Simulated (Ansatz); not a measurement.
How much do the gradients of Au depend on the method?

Cell: an entry of the Crystallography Open Database (COD), whose atoms a relaxation with PBE at fixed cell left in place.

```cif
data_structure
_symmetry_space_group_name_H-M 'P 1'
_symmetry_Int_Tables_number 1
_cell_length_a 2.9000
_cell_length_b 2.9000
_cell_length_c 4.8800
_cell_angle_alpha 90.000
_cell_angle_beta 90.000
_cell_angle_gamma 120.000
_cell_volume 35.54
loop_
_atom_site_label
_atom_site_type_symbol
_atom_site_fract_x
_atom_site_fract_y
_atom_site_fract_z
_atom_site_occupancy
Au1 Au 0.33333 0.66667 0.75000 1
Au2 Au 0.66667 0.33333 0.25000 1
```

Atoms are numbered from 1 in the order listed; like atoms form one site, named after its first atom.

First run. Level of theory: DFT, PBE, plane waves and PAW, scalar-relativistic, 420 eV cutoff, Γ-centred 18×18×10 k-points, Fermi–Dirac smearing 0.05 eV (Ansatz 0.2.0).

| site | atom | V_zz (10²¹ V/m²) | η |
| --- | --- | --- | --- |
| Au | 1 | 1.14 | 0.00 |

Second run. The same atoms and settings, except that the functional is LDA.

Question: What does the second run give?

Answer: 

| site | atom | V_zz | η | change of V_zz |
| --- | --- | --- | --- | --- |
| Au | 1 | 1.02 | 0.00 | -0.12 |

The largest change of V_zz is on Au, from 1.14 to 1.02.

With no gap above 0.1 eV, as in a metal, the gradients converge slowly in k; expect changes of a tenth or more on a denser mesh. Spin–orbit coupling is left out, which shifts gradients on Au by a few per cent in wide-gap crystals, and can shift them far more where the calculated gap is small or absent, as here.
For the second run: At this cell the LDA pressure is -11 GPa, so with LDA the cell would shrink if it were relaxed.
